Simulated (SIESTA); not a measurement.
The system is TiC.

```
CELL_PARAMETERS angstrom
0.00000 2.16572 2.16572
2.16572 0.00000 2.16572
2.16572 2.16572 0.00000
ATOMIC_POSITIONS crystal
Ti 0.00000 0.00000 0.00000
C 0.50000 0.50000 0.50000
```

The cell is a database's computed one.

| Property | Result |
| --- | --- |
| Program | SIESTA 5.4.2 |
| Task | single point |
| Functional | PBE |
| Potentials or basis | PseudoDojo 0.4 standard (PBE files) |
| Basis | DZP (energy shift 0.003 Ry; two zetas on semicore shells) |
| Grid cutoff | 800 Ry |
| Energy shift | 0.003 Ry |
| k mesh | 11 × 11 × 11 |
| Occupations | fermi-dirac, width 0.05 eV |
| Spin | no spin polarisation |

On this cell: pressure 1.4 GPa; largest force zero by symmetry; band gap on the k mesh none (metal or under the smearing width).

The same run follows on a disturbed copy (atoms moved at random, drawn with an rms of 0.05 Å):

```
Ti C
1.0
     0.00000    2.16572    2.16572
     2.16572    0.00000    2.16572
     2.16572    2.16572    0.00000
Ti C
1 1
Direct
  0.98208 0.02153 0.99282
  0.48439 0.50743 0.51417
```

Question: What changes?

Answer: The energy (extrapolated to zero smearing) moves by +8.6 meV/atom; pressure 1.8 GPa; largest force 0.570 eV/Å; band gap on the k mesh none (metal or under the smearing width).

Forces on the atoms (eV/Å):
```
Ti   0.150  0.490 -0.244
C   -0.151 -0.492  0.246
```

Stress tensor (GPa, compression positive):
```
 1.53 -0.14  0.08
-0.14  2.21  0.23
 0.08  0.23  1.65
```

Caveats: the basis of atomic orbitals isn't converged, which shifts pressures, moduli and gaps.
